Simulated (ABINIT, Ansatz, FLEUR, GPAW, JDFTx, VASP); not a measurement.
# TiO2: programs and potentials compared

```xyz
6
Lattice="-1.8921 1.8921 4.7573 1.8921 -1.8921 4.7573 1.8921 1.8921 -4.7573" Properties=species:S:1:pos:R:3 pbc="T T T"
Ti    0.0000    1.8921    2.3786
Ti    0.0000    0.0000    0.0000
O     0.0000    0.0000    7.5346
O     0.0000    1.8921    0.3987
O     0.0000    1.8921    4.3586
O     0.0000    0.0000    1.9800
```

Alike in all runs: task single point; functional PBE; k mesh 10 × 10 × 10; occupations fermi-dirac, width 0.05 eV; no spin polarisation; no spin-orbit coupling. Pressure is positive in compression and, in plane waves, holds the error of the finite cutoff, which Ansatz's Pulay term estimates and takes out.

```json
{"program and potentials": "GPAW, GPAW PAW data sets (gpaw-data 1.2.1)", "plane-wave cutoff (eV)": "800", "notes": "-", "band gap (eV)": "2.15", "pressure (GPa)": "6.26", "largest force (eV/Å)": "0.135"}
{"program and potentials": "VASP, PBE PAW files O, Ti_sv, 520 eV", "plane-wave cutoff (eV)": "520", "notes": "-", "band gap (eV)": "2.11", "pressure (GPa)": "5.88", "largest force (eV/Å)": "0.125"}
{"program and potentials": "Ansatz, Ansatz PAW (earlier soft set)", "plane-wave cutoff (eV)": "420", "notes": "Pulay term of +0.40 GPa included", "band gap (eV)": "2.14", "pressure (GPa)": "5.18", "largest force (eV/Å)": "0.100"}
{"program and potentials": "JDFTx, PseudoDojo-SR-PBE-0.5-standard", "plane-wave cutoff (eV)": "1143", "notes": "-", "band gap (eV)": "2.16", "pressure (GPa)": "4.62", "largest force (eV/Å)": "0.081"}
{"program and potentials": "FLEUR, all-electron, FLAPW", "plane-wave cutoff (eV)": "-", "notes": "-", "band gap (eV)": "2.12", "pressure (GPa)": "-", "largest force (eV/Å)": "0.108"}
{"program and potentials": "ABINIT, JTH PAW PBE v2.0", "plane-wave cutoff (eV)": "626", "notes": "-", "band gap (eV)": "2.13", "pressure (GPa)": "5.46", "largest force (eV/Å)": "0.108"}
```

Force on atom 4 (O), eV/Å:

```csv
program and potentials,x,y,z
"GPAW, GPAW PAW data sets (gpaw-data 1.2.1)",0.000,0.000,-0.135
"VASP, PBE PAW files O, Ti_sv, 520 eV",0.000,0.000,-0.125
"Ansatz, Ansatz PAW (earlier soft set)",0.000,0.000,-0.100
"JDFTx, PseudoDojo-SR-PBE-0.5-standard",0.000,0.000,-0.081
"FLEUR, all-electron, FLAPW",0.000,0.000,-0.108
"ABINIT, JTH PAW PBE v2.0",0.000,0.000,-0.108
```

The band gap spans 2.11 (VASP, PBE PAW files O, Ti_sv, 520 eV) to 2.16 eV (JDFTx, PseudoDojo-SR-PBE-0.5-standard), with all-electron results at 2.12. The pressure spans 4.62 (JDFTx, PseudoDojo-SR-PBE-0.5-standard) to 6.26 GPa (GPAW, GPAW PAW data sets (gpaw-data 1.2.1)). The gap is indirect and read on the mesh alone.

Differences between rows come from potentials, basis sets and numerical settings, since the functional is the same but for its coding. Runs on potential files found faulty are left out.

The cell is that of anatase, close to its measured size, and every run that gives a pressure finds it compressed, as expected from PBE's tendency to underbind oxides. The force on the oxygen points the same way: it pushes the atom away from its apical titanium, so the longer Ti–O bond would stretch further on relaxation. Pressure and force rank the programs identically wherever both are given, which suggests that the potentials differ mainly in how they describe the short-range Ti–O interaction. ABINIT matches the all-electron force, while GPAW and JDFTx lie on opposite sides of it.

The gap doesn't follow that order and hardly varies, so its value belongs to the functional rather than to the potentials. It separates mainly O 2p states from empty Ti 3d states and falls well below the measured gap of anatase, chiefly because a semilocal functional lacks the derivative discontinuity. Close agreement between programs therefore supports their numerical consistency, not the accuracy of the gap itself.
